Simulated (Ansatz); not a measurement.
# HfN: pressure against volume

An exercise on one series of results from a longer session: the logs are not shown, and one member is left open.

Computed with Ansatz 0.2.0 (DFT PBE, scalar-relativistic, unless a step's input says otherwise).

### Starting point

The structure is cubic, space group Fm-3m (No. 225). The conventional cell has a = 4.518 Å, b = 4.518 Å, c = 4.518 Å, α = 90.00°, β = 90.00°, γ = 90.00°. Hf (site symmetry m-3m) is surrounded by 6 N at 2.26 Å. Around N (site symmetry m-3m) lie 6 Hf at 2.26 Å.

Coordinates:

```
Hf N
1.0
     0.00000    2.25900    2.25900
     2.25900    0.00000    2.25900
     2.25900    2.25900    0.00000
Hf N
1 1
Direct
  0.00000 0.00000 0.00000
  0.50000 0.50000 0.50000
```

The cell comes from a crystallographic database entry that wasn't checked; take it as a given geometry, which may be far from equilibrium.

Atoms are numbered in the order of the input: Hf1, N2.

Set-up of the first run:

File input.yaml:

```yaml
crystal:
  lattice:
    - [0.0, 2.2284692304, 2.2284692304]
    - [2.2284692304, 0.0, 2.2284692304]
    - [2.2284692304, 2.2284692304, 0.0]
  atoms:
    - { symbol: Hf, position: [0.0, 0.0, 0.0] }
    - { symbol: "N", position: [0.5, 0.5, 0.5] }
kpoints:
  mp_grid: { grid: [10, 10, 10] }
scf:
  occupations: { method: fermi_dirac, width: 0.03 }
hamiltonian:
  xc: pbe
  pseudopotentials: { kind: all_electron, lapw: { basis_error: 0.001 } }
output:
  forces: true
  stress: true
  eigenvalues: true
```

Steps of the session up to this table: Volume × 0.96, LAPW; Volume × 0.96, PAW; Volume × 0.96, crystal datasets; Volume × 0.98, LAPW; Volume × 0.98, PAW; Volume × 1.02, LAPW; Volume × 1.02, PAW; Volume × 1.04, LAPW; Volume × 1.04, PAW; Volume × 1.04, crystal datasets.

One of the session's tables, all rows but one given; the rest of the session is left out.

| method | volume (Å³/atom) | pressure (GPa) |
| --- | --- | --- |
| LAPW | 11.067 | 18.22 |
| LAPW | 11.297 | 11.53 |
| LAPW | 11.528 | 5.50 |
| LAPW | 11.758 | ? |
| LAPW | 11.989 | -4.84 |
| PAW | 11.067 | 18.15 |
| PAW | 11.297 | 11.46 |
| PAW | 11.528 | 5.44 |
| PAW | 11.758 | 0.01 |
| PAW | 11.989 | -4.89 |
| crystal datasets | 11.067 | 18.22 |
| crystal datasets | 11.528 | 5.50 |
| crystal datasets | 11.989 | -4.84 |

Estimate the missing values for LAPW, 11.758.

**Answer.** pressure (GPa): 0.06. In the column «pressure (GPa)» it lies between PAW, 11.758 (0.01) and PAW, 11.528 (5.44).

Limits of these values: Warnings in the runs' records: gradients without spin orbit, crystal datasets made.
